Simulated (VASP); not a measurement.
# Schottky barriers on Si (111), sevenfold, part 2 of 2

Where does the Fermi level of NiSi2, type A, NiSi2, type B, CoSi2, type A and CoSi2, type B fall in the gap of Si?

VASP 6.6.1, plane waves and PAW; the level of theory is named at each step.

So far. Step 3 (Bulk band edges, LDA): The run ends at a pressure of 0.00 GPa, with forces up to 0.0030 eV/Å.

## Step 6: Bulk band edges, LDA

A bulk run places the partner's levels against the mean potential at its cores. For a metal the barrier needs only the Fermi level of the interface cell; this run checks the strained metal.

Level: LDA, no spin polarisation; plane waves and PAW (Si, Ni); cell typed or built by script.

The input, INCAR:

```
SYSTEM = Si2Ni
PREC = Accurate
ENCUT = 420
EDIFF = 1E-06
NELM = 100
ISMEAR = 1
SIGMA = 0.1
LREAL = .FALSE.
ALGO = Normal
GGA = CA
NBANDS = 34
LASPH = .TRUE.
LWAVE = .FALSE.
LCHARG = .FALSE.
KPAR = 4
```

The input, POSCAR:

```
Si2Ni
1.0
    3.8206975600      0.0000000000      0.0000000000
   -1.9103487800      3.3088211470      0.0000000000
    0.0000000000      0.0000000000      9.1720140420
Si Ni
6 3
Direct
    0.0000000000      0.0000000000      0.0018887542
    0.6666666670      0.3333333330      0.1647779128
    0.3333333330      0.6666666670      0.3352220872
    0.0000000000      0.0000000000      0.4981112458
    0.6666666670      0.3333333330      0.6685554212
    0.3333333330      0.6666666670      0.8314445788
    0.3333333330      0.6666666670      0.0833333330
    0.6666666670      0.3333333330      0.4166666670
    0.0000000000      0.0000000000      0.7500000000
```

The input, KPOINTS:

```
Automatic mesh
0
Gamma
10 10 4
0 0 0
```

The projector-augmented-wave data sets are Si and Ni (LDA family, release 64).

Run with:

```console
> mpirun -np 4 vasp_std
```

The program printed:

```text
[... set-up lines as in an earlier step ...]
 entering main loop
       N       E                     dE             d eps       ncg     rms          rms(c)
DAV:   1     0.302799061534E+03    0.30280E+03   -0.20121E+04  3400   0.143E+03
DAV:   2    -0.371108250279E+02   -0.33991E+03   -0.32970E+03  3410   0.334E+02
DAV:   3    -0.647540280703E+02   -0.27643E+02   -0.26844E+02  4130   0.108E+02
DAV:   4    -0.658195742086E+02   -0.10655E+01   -0.10585E+01  4240   0.206E+01
[...]
DAV:  14    -0.596771462089E+02    0.29008E-04   -0.60332E-05  5340   0.766E-02    0.295E-02
DAV:  15    -0.596771404902E+02    0.57188E-05   -0.17822E-05  5266   0.516E-02    0.604E-03
DAV:  16    -0.596771402829E+02    0.20722E-06   -0.12829E-06  2252   0.101E-02
   1 F= -.59677140E+02 E0= -.59676925E+02  d E =-.646321E-03
```

It took 46 s on 4 MPI ranks of AMD EPYC 9R14 (Zen 4), shared host; peak memory 0.9 GiB; 2.4 min of CPU time.

From OUTCAR (step 6):

```text
  Total       -1.3135229     -1.3135229      0.0442179      0.0000000     -0.0000000      0.0000000
  in kB      -18.1496217    -18.1496217      0.6109816      0.0000000     -0.0000000      0.0000000
  external PRESSURE =     -11.8960873 kB  Pullay stress =       0.0000000 kB

 POSITION                                       TOTAL-FORCE (eV/Angst)
 -----------------------------------------------------------------------------------
      0.00000      0.00000      0.01732        -0.000000      0.000000      0.000553
      1.91035      1.10294      1.51135         0.000000     -0.000000     -0.000553
     -0.00000      2.20588      3.07466        -0.000000      0.000000      0.000553
      0.00000      0.00000      4.56868         0.000000     -0.000000     -0.000553
      1.91035      1.10294      6.13200        -0.000000      0.000000      0.000553
     -0.00000      2.20588      7.62602         0.000000     -0.000000     -0.000553
     -0.00000      2.20588      0.76433         0.000000      0.000000     -0.000000
      1.91035      1.10294      3.82167        -0.000000     -0.000000     -0.000000
      0.00000      0.00000      6.87901         0.000000      0.000000     -0.000000
 -----------------------------------------------------------------------------------
    total drift:                               -0.000000      0.000000      0.000000

  FREE ENERGIE OF THE ION-ELECTRON SYSTEM (eV)
  ---------------------------------------------------
  free  energy   TOTEN  =       -59.6771402829 eV

  energy  without entropy=      -59.6764939622  energy(sigma->0) =      -59.67692484

[... 1 part as in an earlier step ...]

[... 2 further parts left out ...]
[key lines of the parts left out:]
E-fermi :  10.7033
```

Read from the output:

```
energy(sigma→0) of the program : -59.6769 eV
stress, compression positive   : xx, yy, zz -1.81, -1.81, 0.06 GPa
```

The run ends at a pressure of -1.19 GPa, with forces up to 5.5e-4 eV/Å.

## Step 7: Relax the interface, LDA

Twelve layers of Si and five triple layers of NiSi2, aligned (type A). Atoms relax, and the height is moved while the normal stress exceeds 0.4 GPa, three times at most; a third move is not followed by a relaxation.

This step took 2 runs in a row; the last is shown.

Level: LDA, no spin polarisation; plane waves and PAW (Si, Ni).

System, named by how it was started: Si/NiSi2, type A (111), sevenfold. The cell holds 27 atoms: 22 Si and 5 Ni. Its edges and angles: a = 3.821 Å, b = 3.821 Å, c = 34.583 Å, α = 90.0°, β = 90.0°, γ = 120.0°. It derives from Si. Twelve layers of Si and five triple layers of NiSi2, aligned (type A). The structure's axis is c.

The input, INCAR:

```
SYSTEM = Si22Ni5
PREC = Normal
ENCUT = 420
EDIFF = 1E-05
NELM = 120
ISMEAR = 0
SIGMA = 0.05
LREAL = Auto
ALGO = Fast
GGA = CA
NBANDS = 88
LASPH = .TRUE.
LORBIT = 11
LWAVE = .FALSE.
LCHARG = .FALSE.
KPAR = 4
IBRION = 2
NSW = 60
ISIF = 2
EDIFFG = -0.03
POTIM = 0.4
MAXMIX = 40
ISYM = 2
```

The input, POSCAR:

```
Si22Ni5
1.0
    3.8206975600      0.0000000000      0.0000000000
   -1.9103487800      3.3088211470      0.0000000000
    0.0000000000      0.0000000000     34.5825660110
Si Ni
22 5
Direct
    0.0000000000      0.0000000000      0.9990729818
    0.3333333330      0.6666666670      0.0214685815
    0.3333333330      0.6666666670      0.0890831104
    0.6666666670      0.3333333330      0.1116604213
    0.6666666670      0.3333333330      0.1790777061
    0.0000000000      0.0000000000      0.2015783393
    0.0000000000      0.0000000000      0.2689751317
    0.3333333330      0.6666666670      0.2914757649
    0.3333333330      0.6666666670      0.3588930497
    0.6666666670      0.3333333330      0.3814703616
    0.6666666670      0.3333333330      0.4490848895
    0.0000000000      0.0000000000      0.4714804892
    0.0000000000      0.0000000000      0.5386527857
    0.6666666670      0.3333333330      0.5784333826
    0.3333333330      0.6666666670      0.6256986841
    0.0000000000      0.0000000000      0.6684741087
    0.6666666670      0.3333333330      0.7134419780
    0.3333333330      0.6666666670      0.7571102240
    0.0000000000      0.0000000000      0.8020780933
    0.6666666670      0.3333333330      0.8448535179
    0.3333333330      0.6666666670      0.8921188194
    0.0000000000      0.0000000000      0.9318994163
    0.3333333330      0.6666666670      0.5615962536
    0.6666666670      0.3333333330      0.6470652389
    0.0000000000      0.0000000000      0.7352761010
    0.3333333330      0.6666666670      0.8234869631
    0.6666666670      0.3333333330      0.9089559484
```

The input, KPOINTS:

```
Automatic mesh
0
Gamma
9 9 1
0 0 0
```

Run with:

```console
> mpirun -np 4 vasp_std
```

The program printed:

```text
[banner, memory and clock lines left out]
running    4 mpi-ranks, on    1 nodes
[...]
LDA part: xc-table for (Slater(with rela. corr.)+CA(PZ))
 , standard interpolation
 POSCAR, INCAR and KPOINTS ok, starting setup
[...]
entering main loop
       N       E                     dE             d eps       ncg     rms          rms(c)
DAV:   1     0.755282152755E+03    0.75528E+03   -0.47425E+04  2112   0.124E+03
DAV:   2    -0.806990225116E+02   -0.83598E+03   -0.79634E+03  2160   0.303E+02
DAV:   3    -0.176660379546E+03   -0.95961E+02   -0.91354E+02  2608   0.113E+02
DAV:   4    -0.181886015188E+03   -0.52256E+01   -0.51670E+01  2736   0.269E+01
[...]
RMM:  23    -0.170306457889E+03    0.61774E-04   -0.23973E-04  2256   0.324E-02    0.163E-02
RMM:  24    -0.170306443780E+03    0.14109E-04   -0.53630E-05  1700   0.237E-02    0.993E-03
RMM:  25    -0.170306444784E+03   -0.10035E-05   -0.11670E-05  1309   0.164E-02
   1 F= -.17030644E+03 E0= -.17030380E+03  d E =-.170306E+03
[... from here on, the cycles between the ionic steps are left out ...]
   2 F= -.17030879E+03 E0= -.17030613E+03  d E =-.234602E-02
   3 F= -.17030888E+03 E0= -.17030622E+03  d E =-.243251E-02
   4 F= -.17030888E+03 E0= -.17030622E+03  d E =-.243290E-02
   5 F= -.17030912E+03 E0= -.17030644E+03  d E =-.244141E-03
 trial-energy change:   -0.000244  1 .order   -0.000228   -0.000319   -0.000137
 step:   1.8266(harm=  1.8266)  dis= 0.00282  next Energy=  -170.309157 (dE=-0.279E-03)
 reached required accuracy - stopping structural energy minimisation
```

The job ended after 2.2 min (4 MPI ranks; peak memory 1.4 GiB; 7.4 min of CPU time).

Parts of OUTCAR (step 7):

```text
  Total       -5.3673630     -5.3673630      0.7475689      0.0000000     -0.0000000      0.0000000
  in kB      -19.6697291    -19.6697291      2.7396092      0.0000000     -0.0000000      0.0000000
  external PRESSURE =     -12.1999497 kB  Pullay stress =       0.0000000 kB

 POSITION                                       TOTAL-FORCE (eV/Angst)
 -----------------------------------------------------------------------------------
     -0.00000      0.00000     34.55311         0.000000     -0.000000      0.000255
     -0.00000      2.20588      0.73948        -0.000000     -0.000000     -0.002439
     -0.00000      2.20588      3.08226        -0.000000      0.000000     -0.013144
      1.91035      1.10294      3.85757        -0.000000     -0.000000     -0.005788
      1.91035      1.10294      6.19474         0.000000      0.000000     -0.009730
      1.91035      3.30882      6.96793        -0.000000      0.000000      0.001666
     -1.91035      3.30882      9.30502         0.000000     -0.000000     -0.001666
     -0.00000      2.20588     10.07820        -0.000000     -0.000000      0.009730
     -0.00000      2.20588     12.41537        -0.000000      0.000000      0.005788
      1.91035      1.10294     13.19069         0.000000     -0.000000      0.013144
      1.91035      1.10294     15.53347         0.000000     -0.000000      0.002439
     -1.91035      3.30882     16.30240         0.000000     -0.000000     -0.000255
      0.00000      0.00000     18.62967        -0.000000      0.000000     -0.010373
      1.91035      1.10294     20.00029         0.000000     -0.000000     -0.012712
[...]
-----------------------------------------------------------------------------------
    total drift:                                0.000000      0.000003      0.006201

  FREE ENERGIE OF THE ION-ELECTRON SYSTEM (eV)
  ---------------------------------------------------
  free  energy   TOTEN  =      -170.3091218242 eV

  energy  without entropy=     -170.3037532544  energy(sigma->0) =     -170.30643754

[... 1 part as in an earlier step ...]

[... 3 further parts left out ...]
[key lines of the parts left out:]
E-fermi :   7.8248
```

Read from the output:

* energy(sigma→0) of the program: -170.3064 eV
* stress, compression positive: xx, yy, zz -1.97, -1.97, 0.27 GPa
* ionic steps: 5

## Step 8: Potential of the interface, LDA

The core potentials in the middle of the substrate's layer tie its bulk scale to this cell.

Level: LDA, no spin polarisation; plane waves and PAW (Si, Ni).

The input, INCAR:

```
SYSTEM = Si22Ni5
PREC = Accurate
ENCUT = 420
EDIFF = 1E-06
NELM = 120
ISMEAR = 0
SIGMA = 0.05
LREAL = .FALSE.
ALGO = Normal
GGA = CA
NBANDS = 88
LASPH = .TRUE.
LORBIT = 11
LWAVE = .FALSE.
LCHARG = .TRUE.
KPAR = 4
LVHAR = .TRUE.
NEDOS = 1500
```

The input, POSCAR:

```
Si22Ni5
1.0
    3.8206975600      0.0000000000      0.0000000000
   -1.9103487800      3.3088211470      0.0000000000
    0.0000000000      0.0000000000     34.5825660110
Si Ni
22 5
Direct
    0.0000000000      0.0000000000      0.9991483798
    0.3333333330      0.6666666670      0.0213828961
    0.3333333330      0.6666666670      0.0891275489
    0.6666666670      0.3333333330      0.1115468097
    0.6666666670      0.3333333330      0.1791290370
    0.0000000000      0.0000000000      0.2014867118
    0.0000000000      0.0000000000      0.2690667592
    0.3333333330      0.6666666670      0.2914244340
    0.3333333330      0.6666666670      0.3590066613
    0.6666666670      0.3333333330      0.3814259231
    0.6666666670      0.3333333330      0.4491705749
    0.0000000000      0.0000000000      0.4714050912
    0.0000000000      0.0000000000      0.5387012988
    0.6666666670      0.3333333330      0.5783345803
    0.3333333330      0.6666666670      0.6258457708
    0.0000000000      0.0000000000      0.6684489830
    0.6666666670      0.3333333330      0.7135828630
    0.3333333330      0.6666666670      0.7569693390
    0.0000000000      0.0000000000      0.8021032190
    0.6666666670      0.3333333330      0.8447064312
    0.3333333330      0.6666666670      0.8922176217
    0.0000000000      0.0000000000      0.9318509032
    0.3333333330      0.6666666670      0.5614676514
    0.6666666670      0.3333333330      0.6470684426
    0.0000000000      0.0000000000      0.7352761010
    0.3333333330      0.6666666670      0.8234837594
    0.6666666670      0.3333333330      0.9090845506
```

KPOINTS is that of step 7.

Run with:

```console
> mpirun -np 4 vasp_std
```

The program printed:

```text
[banner, memory and clock lines left out]
running    4 mpi-ranks, on    1 nodes
[...]
|                                                                             |
|               ----> ADVICE to this user running VASP <----                  |
|                                                                             |
|     You have a (more or less) 'large supercell' and for larger cells it     |
|     might be more efficient to use real-space projection operators.         |
|     Therefore, try LREAL= Auto in the INCAR file.                           |
|     Mind: For very accurate calculation, you might also keep the            |
|     reciprocal projection scheme (i.e. LREAL=.FALSE.).                      |
|                                                                             |

 LDA part: xc-table for (Slater(with rela. corr.)+CA(PZ))
 , standard interpolation
 POSCAR, INCAR and KPOINTS ok, starting setup
[...]
entering main loop
       N       E                     dE             d eps       ncg     rms          rms(c)
DAV:   1     0.755318059029E+03    0.75532E+03   -0.47423E+04  2112   0.124E+03
DAV:   2    -0.806540374641E+02   -0.83597E+03   -0.79637E+03  2160   0.303E+02
DAV:   3    -0.176612763341E+03   -0.95959E+02   -0.91345E+02  2600   0.113E+02
DAV:   4    -0.181864838367E+03   -0.52521E+01   -0.51903E+01  2728   0.269E+01
[...]
DAV:  32    -0.170305207389E+03   -0.17593E-04   -0.38197E-05  3088   0.276E-02    0.600E-02
DAV:  33    -0.170305196637E+03    0.10751E-04   -0.67719E-06  2472   0.153E-02    0.611E-02
DAV:  34    -0.170305195843E+03    0.79388E-06   -0.84739E-07  1432   0.509E-03
   1 F= -.17030520E+03 E0= -.17030251E+03  d E =-.537526E-02
```

Run time: 5 min. Hardware: 4 MPI ranks; peak memory 1.9 GiB.

Parts of OUTCAR (step 8):

```text
  Total       -5.9835619     -5.9835619     -0.0346336     -0.0000000      0.0000000     -0.0000000
  in kB      -21.9279080    -21.9279080     -0.1269216     -0.0000000      0.0000000     -0.0000000
  external PRESSURE =     -14.6609125 kB  Pullay stress =       0.0000000 kB

 POSITION                                       TOTAL-FORCE (eV/Angst)
 -----------------------------------------------------------------------------------
      0.00000      0.00000     34.55311        -0.000000     -0.000000     -0.005290
     -0.00000      2.20588      0.73948         0.000000     -0.000000     -0.002198
     -0.00000      2.20588      3.08226        -0.000000      0.000000     -0.016692
      1.91035      1.10294      3.85757        -0.000000      0.000000     -0.009193
      1.91035      1.10294      6.19474        -0.000000      0.000000     -0.015259
      0.00000      0.00000      6.96793         0.000000     -0.000000      0.015628
      0.00000      0.00000      9.30502         0.000000      0.000000     -0.015628
     -0.00000      2.20588     10.07820         0.000000     -0.000000      0.015259
     -0.00000      2.20588     12.41537         0.000000     -0.000000      0.009193
      1.91035      1.10294     13.19069         0.000000     -0.000000      0.016692
      1.91035      1.10294     15.53347        -0.000000      0.000000      0.002198
      0.00000      0.00000     16.30240         0.000000      0.000000      0.005290
      0.00000      0.00000     18.62967         0.000000      0.000000     -0.006017
      1.91035      1.10294     20.00029        -0.000000      0.000000     -0.017377
[...]
-----------------------------------------------------------------------------------
    total drift:                                0.000000      0.000000      0.005586

  FREE ENERGIE OF THE ION-ELECTRON SYSTEM (eV)
  ---------------------------------------------------
  free  energy   TOTEN  =      -170.3051958434 eV

  energy  without entropy=     -170.2998205883  energy(sigma->0) =     -170.30250822

[... 2 parts as in an earlier step ...]

[... 1 further part left out ...]
[key lines of the parts left out:]
E-fermi :   7.8335
```

Read from the output:

* energy(sigma→0) of the program: -170.3025 eV
* stress, compression positive: xx, yy, zz -2.19, -2.19, -0.01 GPa

By hand, at LDA: in bulk Si the valence top lies 90.646 eV above the mean core potential (averaged over elements). Over the two or four atoms of each element nearest the middle of the Si layer of the interface cell that potential is -83.066 eV, which puts the valence top at 7.580 eV; the Fermi level of the cell is 7.833 eV, so the hole barrier is 0.25 eV.

## Step 9: The whole series

Hybrid runs start from orbitals of a short LDA run, not shown.

Runs beyond LDA use the data sets made with LDA; this shifts their levels slightly, and their total energies have another zero.

The other members went through these steps as far as the tables show, with one cutoff; 36 runs are not shown. The session took 6.2 core hours (wall time by ranks) on a shared machine.

Line-up of core potentials from the interface at LDA; other levels change the bulk edges alone, each counted from the mean potential of its bulk cell. Gaps of the substrate: LDA 0.44 eV, HSE06 1.12 eV.

```csv
partner,atoms,"mean in-plane stress of the strained partner, tension positive (GPa)",gap of the whole cell (eV),largest spread of the line-up between elements of one side (eV)
"NiSi2, type A",27,1.9,0.00,0.01
"NiSi2, type B",27,1.9,0.00,0.02
"CoSi2, type A",27,7.9,0.00,0.01
"CoSi2, type B",27,7.9,0.00,0.00
```

At LDA:

```csv
partner,"Fermi level above the valence-band top, LDA (eV)","conduction-band bottom above the Fermi level, LDA (eV)"
"NiSi2, type A",0.25,0.19
"NiSi2, type B",0.03,0.42
"CoSi2, type A",0.16,0.28
"CoSi2, type B",0.06,0.38
```

At HSE06:

```csv
partner,"Fermi level above the valence-band top, HSE06 (eV)","conduction-band bottom above the Fermi level, HSE06 (eV)"
"NiSi2, type A",0.44,0.68
"NiSi2, type B",0.21,0.91
"CoSi2, type A",0.35,0.78
"CoSi2, type B",0.25,0.87
```

## Step 10: Summary of results

| Quantity | Value |
| --- | --- |
| NiSi2, type A, HSE06 | hole barrier 0.44 eV, electron barrier 0.68 eV |
| NiSi2, type B, HSE06 | hole barrier 0.21 eV, electron barrier 0.91 eV |
| CoSi2, type A, HSE06 | hole barrier 0.35 eV, electron barrier 0.78 eV |
| CoSi2, type B, HSE06 | hole barrier 0.25 eV, electron barrier 0.87 eV |

In words: Going from LDA to HSE06 moves the hole barriers of NiSi2, type A, NiSi2, type B, CoSi2, type A and CoSi2, type B by 0.19 eV. CoSi2, type A and CoSi2, type B are under more than 3 GPa of in-plane stress along one axis or both, more than a thick film would hold. The hole barrier is lowest for NiSi2, type B and highest for NiSi2, type A, 0.23 eV apart. Only the edges of Si move to HSE06; the metal's Fermi level stays that of the LDA run, so these barriers are estimates, not HSE06 results for the interface; part of the shift is the step from LDA to the PBE base of the hybrid, which the metal would share. All runs are without spin polarisation, which may matter for NiSi2, type A, NiSi2, type B, CoSi2, type A and CoSi2, type B. The two barriers add up to the substrate's gap at that level, 1.12 eV. Levels beyond the first ran on coarser meshes, which moves edges by some hundredths of an eV. The bounds that sort cases in this text are picked. The interfaces are ideal and a few layers thick: no intermixing, defects or band bending.

[Lines on the potential files, build, host, timing and source positions are cut from VASP's logs without a mark.]

[Logs are printed without paths, hosts, clocks, repeated set-up lines and the standing remarks that a program may print on its own settings, such as how far it seeks lower states.]

[Hosts, paths, dates, database ids (printed as entryN), source tags and the programs' standing remarks are cut or masked in the printed files.]

[In band tables of VASP the shares of atoms and orbitals are scaled to a sum of 1 inside the atoms' spheres.]
